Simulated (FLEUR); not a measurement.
Crystal: MnS.

```xyz
2
Lattice="0.0000 2.6045 2.6045 2.6045 0.0000 2.6045 2.6045 2.6045 0.0000" Properties=species:S:1:pos:R:3 pbc="T T T"
Mn    0.0000    0.0000    0.0000
S     2.6045    2.6045    2.6045
```

Base run:

```yaml
Program: FLEUR MaX-R8.1 (later development tree)
Functional: RPBE
Potentials_or_basis: all-electron
Basis: FLAPW
Kmax: 4.58 1/bohr
k_mesh: 9 × 9 × 9
Occupations: fermi-dirac, width 0.05 eV
Spin: collinear spin, ferromagnetic start
Starting_moments: "[4.0, 0.0] μB"
```

Its results: net moment 4.85 μB per cell; site moments Mn +4.45; S +0.14 μB.

The run is repeated on the same cell with these changes: functional from RPBE to LDA. What comes out?

Net moment 4.58 μB per cell; site moments Mn +4.19; S +0.13 μB.

Caveats: a cell with one magnetic atom can't hold antiferromagnetic order, which such compounds often take.
